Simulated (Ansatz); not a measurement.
# HfO2: band gap under strain

How does strain move the band edges of HfO2 (database structure), and do the functionals agree on it? States: +3.0 % strain along z alone.

Program: Ansatz 0.2.0. PAW datasets, plane waves. The values are computed, spin-unpolarised, and not measurements.

## 1. The cell

The unstrained cell was relaxed with r2SCAN; in each strained cell the atoms were relaxed again with r2SCAN. Names of k-points are those of the unstrained zone, where strain can split equivalent points. First state: +3.0 % strain along z alone.

It is orthorhombic, Pca2_1 (No. 29); a = 5.247 Å, b = 5.030 Å, c = 5.211 Å in the conventional setting, 11.46 Å³ an atom. Near Hf stand 7 O at 2.04–2.30 Å; near O stand 3 Hf at 2.04–2.17 Å; near O stand 4 Hf at 2.13–2.30 Å.

As a file:

```cif
data_structure
_symmetry_space_group_name_H-M 'P 1'
_symmetry_Int_Tables_number 1
_cell_length_a 5.2465
_cell_length_b 5.0304
_cell_length_c 5.2111
_cell_angle_alpha 90.000
_cell_angle_beta 90.000
_cell_angle_gamma 90.000
_cell_volume 137.53
loop_
_atom_site_label
_atom_site_type_symbol
_atom_site_fract_x
_atom_site_fract_y
_atom_site_fract_z
_atom_site_occupancy
Hf1 Hf 0.03327 0.26635 0.23829 1
Hf2 Hf 0.46673 0.26635 0.73829 1
Hf3 Hf 0.53327 0.73365 0.23829 1
Hf4 Hf 0.96673 0.73365 0.73829 1
O1 O 0.36367 0.06516 0.38514 1
O2 O 0.13633 0.06516 0.88514 1
O3 O 0.72793 0.46401 0.48957 1
O4 O 0.77207 0.46401 0.98957 1
O5 O 0.27207 0.53599 0.98957 1
O6 O 0.22793 0.53599 0.48957 1
O7 O 0.86367 0.93484 0.38514 1
O8 O 0.63633 0.93484 0.88514 1
```

From earlier runs on the unstrained cell: PBE 4.42 eV, r2SCAN 4.94 eV, HSE06 6.08 eV; a = 5.247 Å, b = 5.030 Å, c = 5.059 Å.

## 2. +3.0 % strain along z alone: PBE

File input.yaml:

```yaml
crystal:
  lattice:
    - [5.24650629, 0.0, 0.0]
    - [0.0, 5.030368924, 0.0]
    - [0.0, 0.0, 5.2110779855]
  atoms:
    - { symbol: Hf, position: [0.0332728297, 0.2663517293, 0.2382926088] }
    - { symbol: Hf, position: [0.4667271703, 0.2663517293, 0.7382926088] }
    - { symbol: Hf, position: [0.5332728297, 0.7336482707, 0.2382926088] }
    - { symbol: Hf, position: [0.9667271703, 0.7336482707, 0.7382926088] }
    - { symbol: O, position: [0.3636661385, 0.065158991, 0.3851412793] }
    - { symbol: O, position: [0.1363338615, 0.065158991, 0.8851412793] }
    - { symbol: O, position: [0.7279342132, 0.4640129713, 0.4895661119] }
    - { symbol: O, position: [0.7720657868, 0.4640129713, 0.9895661119] }
    - { symbol: O, position: [0.2720657868, 0.5359870287, 0.9895661119] }
    - { symbol: O, position: [0.2279342132, 0.5359870287, 0.4895661119] }
    - { symbol: O, position: [0.8636661385, 0.934841009, 0.3851412793] }
    - { symbol: O, position: [0.6363338615, 0.934841009, 0.8851412793] }
kpoints:
  mp_grid: { grid: [6, 6, 6] }
  band_path:
    path:
      - [0.0, 0.0, 0.0]
      - [0.5, 0.0, 0.0]
      - [0.5, 0.5, 0.0]
      - [0.0, 0.5, 0.0]
      - [0.0, 0.0, 0.5]
      - [0.5, 0.0, 0.5]
      - [0.5, 0.5, 0.5]
      - [0.0, 0.5, 0.5]
      - [0.1, 0.5, 0.0]
      - [0.276042, -0.5, 0.359375]
    npoints: 1
hamiltonian:
  xc: pbe
scf:
  occupations: { method: fermi_dirac, width: 0.02 }
  n_extra_bands: 7
output:
  forces: true
  stress: true
  eigenvalues: true
```

The log of the run, cut to the lines that bear on the results:

```text
scf.n_extra_bands = 7 over 76 filled bands (N_el = 152.0): the run solves 83 bands
[...]
Pseudopotentials: kind: paw
Pseudopotential: Hf, paw, valence charge 26, recommended cutoff 420 eV (normal), Hf.paw.azcp
Pseudopotential: O, paw, valence charge 6, recommended cutoff 420 eV (normal), O.paw.azcp
Functional definition: PBE
[...]
Crystal: 12 atoms, lattice volume = 137.530 Å³
Basis set: ecut = 420 eV, 2685 PW (Γ), exchange–correlation on 72×72×72 points (8 copies of the dense FFT grid, shifted against one another)
Bands: 83, of which v1, the nominal top of the filled ones, is band 76 counted from 1 (75 counted from 0)
Symmetry: 4 space group operations
Space group: Pca21 (ITA 29), of the structure as read, at distance tolerance 5.2e-5 Å
k-points: 64 of 216 (time reversal used)
[...]
SCF iter   1: F=—  HF=-67446.323801 eV  |F-HF|=—  |Δ(HF+E_count)|=         —  Δρ=3.43e-3  dr2=1.18e-2  ethr=1.77e-3  ⟨swp⟩=6.0  Hψ=17275  notcnv=0
[...]
SCF iter   7: F=-67446.325406 eV  HF=-67446.325406 eV  |F-HF|=2.44e-8  |Δ(HF+E_count)|=   6.27e-7  Δρ=6.50e-6  dr2=4.69e-8  ethr=6.58e-11  ⟨swp⟩=7.7  Hψ=25298  notcnv=0
[...]
NSCF: frozen V_eff on 10 k-points
SCF converged after 7 iterations
Free energy (F): -67446.325406 eV
[...]
E sigma→0 (E₀):  -67446.325406 eV
Fermi energy:    16.578412 eV
[...]
--- Forces (eV/Å), atoms counted from 1 ---
  atom   1  Hf    -0.01580382     0.01647146     0.02854890
  atom   2  Hf     0.01580382     0.01647146     0.02854890
  atom   3  Hf    -0.01580382    -0.01647146     0.02854890
  atom   4  Hf     0.01580382    -0.01647146     0.02854890
  atom   5  O      0.00365726     0.02302611     0.00878692
  atom   6  O     -0.00365726     0.02302611     0.00878692
  atom   7  O      0.02901940    -0.04718226    -0.03733039
  atom   8  O     -0.02901940    -0.04718226    -0.03733039
[...]
--- Stress (GPa, compression-positive) ---
        2.686373       0.000000       0.000000
        0.000000       1.835314       0.000000
        0.000000       0.000000      -6.103042
  P = ⅓ Tr σ = -0.5271 GPa (-5.271 kbar)
--- Band table (eV; the first three rows and the last of 64) ---
[...]
```

It took 17 s on 1 × NVIDIA H100 80GB HBM3 with 2 threads of AMD EPYC 7R13 (Zen 3), shared host; peak host memory 1.2 GiB.

Gap with PBE: 4.33 eV, valence top at Γ, conduction bottom at (0.28, -0.50, 0.36). Least direct gap: 4.49 eV.

Near the gap, in eV above the top of the last filled band v; c is the band after it:

| point | v−1 | v | c | c+1 |
| --- | --- | --- | --- | --- |
| Γ | -0.03 | 0.00 | 4.70 | 5.14 |
| X | -0.41 | -0.41 | 5.02 | 5.02 |
| S | -0.52 | -0.52 | 4.62 | 4.62 |
| Y | -0.18 | -0.09 | 4.40 | 4.75 |
| Z | -0.19 | -0.19 | 4.56 | 4.56 |
| U | -0.67 | -0.67 | 5.02 | 5.02 |

## 3. +3.0 % strain along z alone: r2SCAN

input.yaml, as its differences from that of step 2:

```diff
@@ -34,5 +34,5 @@
 hamiltonian:
-  xc: pbe
+  xc: r2scan
 scf:
-  occupations: { method: fermi_dirac, width: 0.02 }
+  occupations: { method: fixed }
   n_extra_bands: 7
```

The log of the run, cut to the lines that bear on the results:

```text
scf.n_extra_bands = 7 over 76 filled bands (N_el = 152.0): the run solves 83 bands
[...]
[... 1 set-up line as earlier in the session ...]
Pseudopotential: Hf, paw, valence charge 26, recommended cutoff 500 eV (meta_gga), Hf.paw.azcp
Pseudopotential: O, paw, valence charge 6, recommended cutoff 500 eV (meta_gga), O.paw.azcp
Functional definition: r2SCAN
[...]
Crystal: 12 atoms, lattice volume = 137.530 Å³
Basis set: ecut = 500 eV, 3511 PW (Γ), exchange–correlation on 160×160×160 points (64 copies of the dense FFT grid, shifted against one another)
Bands: 83, of which v1, the nominal top of the filled ones, is band 76 counted from 1 (75 counted from 0)
[... 2 set-up lines as earlier in the session ...]
k-points: 64 of 216 (time reversal used)
[...]
NSCF: frozen V_eff on 10 k-points
SCF converged after 8 iterations
Free energy (F): -67505.337335 eV
[...]
E sigma→0 (E₀):  -67505.337335 eV
Fermi energy:    14.033739 eV
[...]
--- Forces (eV/Å), atoms counted from 1 ---
  atom   1  Hf     0.00046615    -0.00024983     0.00006655
  atom   2  Hf    -0.00046615    -0.00024983     0.00006655
  atom   3  Hf     0.00046615     0.00024983     0.00006655
  atom   4  Hf    -0.00046615     0.00024983     0.00006655
  atom   5  O      0.00015932    -0.00002159    -0.00004611
  atom   6  O     -0.00015932    -0.00002159    -0.00004611
  atom   7  O     -0.00020191    -0.00009001    -0.00007851
  atom   8  O      0.00020191    -0.00009001    -0.00007851
[...]
--- Stress (GPa, compression-positive) ---
       -2.863043       0.000000       0.000000
        0.000000      -3.841388       0.000000
        0.000000       0.000000     -12.021471
  P = ⅓ Tr σ = -6.2420 GPa (-62.420 kbar)
--- Band table (eV; the first three rows and the last of 64) ---
[...]
```

Wall time 29 s (1 × NVIDIA H100 80GB HBM3 with 2 threads of AMD EPYC 7R13 (Zen 3), shared host); peak host memory 1.3 GiB.

r2SCAN gives an indirect gap of 4.84 eV, from Γ to (0.28, -0.50, 0.36); the least direct gap is 5.00 eV.

Stress along x, y, z: -2.86, -3.84, -12.02 GPa (compression positive).

## 4. +3.0 % strain along z alone: HSE06

input.yaml, as its differences from that of step 3:

```diff
@@ -19,3 +19,3 @@
 kpoints:
-  mp_grid: { grid: [6, 6, 6] }
+  mp_grid: { grid: [4, 4, 4] }
   band_path:
@@ -34,3 +34,3 @@
 hamiltonian:
-  xc: r2scan
+  xc: hse06
 scf:
@@ -42 +42,5 @@
   eigenvalues: true
+  write_density: true
+  write_potential: true
+  elf: true
+  volumetric_format: npy
```

The log of the run, cut to the lines that bear on the results:

```text
Warning: output.stress: scf.convergence.dr2_threshold = 1e-7 eV (the SCF's general default) is looser than the 1.2e-9 eV advised for a printed stress (1e-10 eV for each atom of the cell: 12). What an SCF threshold leaves in a stress goes as its square root, and in the free energy as the [...]
Warning: output.stress: scf.exx.energy_threshold = 1e-6 eV is looser than the 1.2e-7 eV advised for a stress under a hybrid functional (1e-8 eV for each atom of the cell: 12). Every SCF of the exchange loop can meet its threshold on dr2 while the loop round them stops early: no threshold [...]
scf.n_extra_bands = 7 over 76 filled bands (N_el = 152.0): the run solves 83 bands
[...]
[... 3 set-up lines as earlier in the session ...]
Functional definition: HSE06
[...]
davidson cushion auto → on  (no smearing: the cushion is to keep the highest requested band from converging to the state above it; pin scf.eigensolver.cushion to override)
Crystal: 12 atoms, lattice volume = 137.530 Å³
[...]
NSCF: frozen V_eff on 10 k-points
hybrid SCF converged: 3 outer / 16 inner (+3 warm-up), last move |dexx| = 1.41e-8 eV, tail = 7.82e-9 eV
Stability not checked: this state was not tested for a lower state beside it, because the functional holds exact exchange (a hybrid, or Hartree-Fock), whose exchange loop this test does not read (fock_operator; see scf.lower_state_search)
Free energy (F): -67446.991598 eV
Frozen-core exchange: fock
[...]
E sigma→0 (E₀):  -67446.991598 eV
Fermi energy:    13.322943 eV
[...]
--- Forces (eV/Å), atoms counted from 1 ---
  atom   1  Hf     0.03166663    -0.02499273    -0.04262213
  atom   2  Hf    -0.03166663    -0.02499273    -0.04262213
  atom   3  Hf     0.03166663     0.02499273    -0.04262213
  atom   4  Hf    -0.03166663     0.02499273    -0.04262213
  atom   5  O     -0.02732810     0.02942311     0.02360128
  atom   6  O      0.02732810     0.02942311     0.02360128
  atom   7  O      0.01634854     0.04664787     0.01901808
  atom   8  O     -0.01634854     0.04664787     0.01901808
[...]
--- Stress (GPa, compression-positive) ---
       -2.991867       0.000000       0.000000
        0.000000      -3.800211       0.000000
        0.000000       0.000000     -12.083927
  P = ⅓ Tr σ = -6.2920 GPa (-62.920 kbar)
--- Band table (eV; the first three rows and the last of 27) ---
[...]
```

Wall time 2.4 min (1 × NVIDIA H100 80GB HBM3 with 2 threads of AMD EPYC 7R13 (Zen 3), shared host); peak host memory 3.7 GiB.

The HSE06 gap is 5.98 eV and indirect (Γ to (0.28, -0.50, 0.36)), with 6.17 eV as the least direct one.

## 5. Gaps side by side

Least gap in eV (negative: overlap), with the change from the unstrained cell in brackets:

| state | volume change (%) | PBE | r2SCAN | HSE06 |
| --- | --- | --- | --- | --- |
| +3.0 % strain along z alone | +3.0 | 4.33 (-0.09) | 4.84 (-0.10) | 5.98 (-0.10) |

The HSE06 gap moves by -0.100 eV under +3.0 % strain along z alone. PBE and HSE06 differ by 1.66 eV on the unstrained gap, and by at most 0.00 eV on its change: PBE follows the response to strain far better than the gap itself. Spin-orbit coupling is left out of the table, though the cell holds Hf (Z = 72); in an element this heavy it can shift bands and gaps by tenths of an eV.
